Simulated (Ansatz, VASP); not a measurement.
# Hg in VASP and in Ansatz

```
CELL_PARAMETERS angstrom
0.00000 2.20712 2.20712
2.20712 0.00000 2.20712
2.20712 2.20712 0.00000
ATOMIC_POSITIONS crystal
Hg 0.00000 0.00000 0.00000
```

Alike in both runs: task single point; functional PBEsol; k mesh 13 × 13 × 13; occupations fermi-dirac, width 0.1 eV; no spin polarisation.

```csv
,VASP,Ansatz
version,VASP 6.6.1,Ansatz 0.2.0
potentials or method,"VASP PAW PBE potentials, release 64 (Hg)","plane waves (420 eV) with PAW, scalar-relativistic"
plane-wave cutoff (eV),520,420
valence electrons in the cell,12,20
```

VASP gave:

- pressure (GPa): 4.6

Problem. What did Ansatz give for the same quantities?

Solution. Pressure (GPa): 4.0.

The functional is the same, so the differences come from potentials, cutoffs and numerics. The two sets of potentials don't hold the same shells in valence. Ansatz warned: «pseudo_functional_mismatch».

Caveats: the PAW data sets were made with another functional, which shifts forces and pressure a little (VASP). Spin-orbit coupling is left out, which matters for the levels of Hg.
